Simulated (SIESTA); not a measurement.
TiC:

```
Ti C
1.0
     0.00000    2.16572    2.16572
     2.16572    0.00000    2.16572
     2.16572    2.16572    0.00000
Ti C
1 1
Direct
  0.00000 0.00000 0.00000
  0.50000 0.50000 0.50000
```

The cell is a database's computed one.

Base run:

| Property | Result |
| --- | --- |
| Program | SIESTA 5.4.2 |
| Functional | PBE |
| Potentials or basis | PseudoDojo 0.4 standard (PBE files) |
| Basis | DZ (energy shift 0.003 Ry; two zetas on semicore shells) |
| Grid cutoff | 800 Ry |
| Energy shift | 0.003 Ry |
| k mesh | 11 × 11 × 11 |
| Occupations | fermi-dirac, width 0.05 eV |
| Spin | no spin polarisation |

Its results: band gap on the k mesh none (metal or under the smearing width); pressure 2.1 GPa.

Question: The run is repeated on the same cell with these changes: basis from DZ (energy shift 0.003 Ry; two zetas on semicore shells) to TZP (energy shift 0.003 Ry; two zetas on semicore shells). What comes out?

Answer: Band gap on the k mesh none (metal or under the smearing width); pressure 1.0 GPa.

Caveats: the basis of atomic orbitals isn't converged, which shifts pressures, moduli and gaps; the basis has no polarisation orbitals (some runs).
